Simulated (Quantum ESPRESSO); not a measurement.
## Zr: work function with PBE

The system is Zr, a slab with vacuum.

```
Zr
1.0
     3.13501    0.00000    0.00000
    -1.04500    2.95572    0.00000
     0.00000    0.00000   25.23891
Zr
5
Direct
  0.50000 0.50000 0.29716
  0.00000 0.00000 0.39858
  0.50000 0.50000 0.50000
  0.00000 0.00000 0.60142
  0.50000 0.50000 0.70284
```

The slab is cut from a database's or a generator's crystal, which needn't be the stable form of the element.

| Item | Value |
| --- | --- |
| Program | Quantum ESPRESSO 7.5 |
| Task | work function |
| Functional | PBE |
| Potentials or basis | PseudoDojo 0.4.1 SR PBE standard |
| Cutoff | 898 eV |
| Density cutoff | 3592 eV |
| k mesh | 9 × 9 × 1 |
| Occupations | fermi-dirac, width 0.05 eV |
| Spin | no spin polarisation |
| Boundary across the vacuum | none |
| Mixing mode | local-TF |
| Mixing beta | 0.3 |
| Most SCF iterations | 150 |
| SCF threshold | 5e-09 Ry |

* Largest force: 0.585 eV/Å
* Band gap on the k mesh: none (metal or under the smearing width)
* Work function of the upper face: 4.06 eV
* Work function of the lower face: 4.06 eV

Forces on the atoms (eV/Å):
```
Zr   0.000  0.000  0.585
Zr   0.000  0.000 -0.484
Zr   0.000  0.000  0.000
Zr   0.000  0.000  0.484
Zr   0.000  0.000 -0.585
```

Levels at points of the mesh, in eV from the Fermi level:
```tsv
k point	band 27	band 28	band 29	band 30	band 31	band 32	band 33	band 34
(0.00, 0.00, 0.00)	-0.34	-0.01	0.02	0.05	0.52	0.70	0.75	0.97
```

Wall time 6.1 min on 2 MPI ranks on Arm Neoverse V2, with other jobs on the host, peak memory 0.76 GiB a rank.
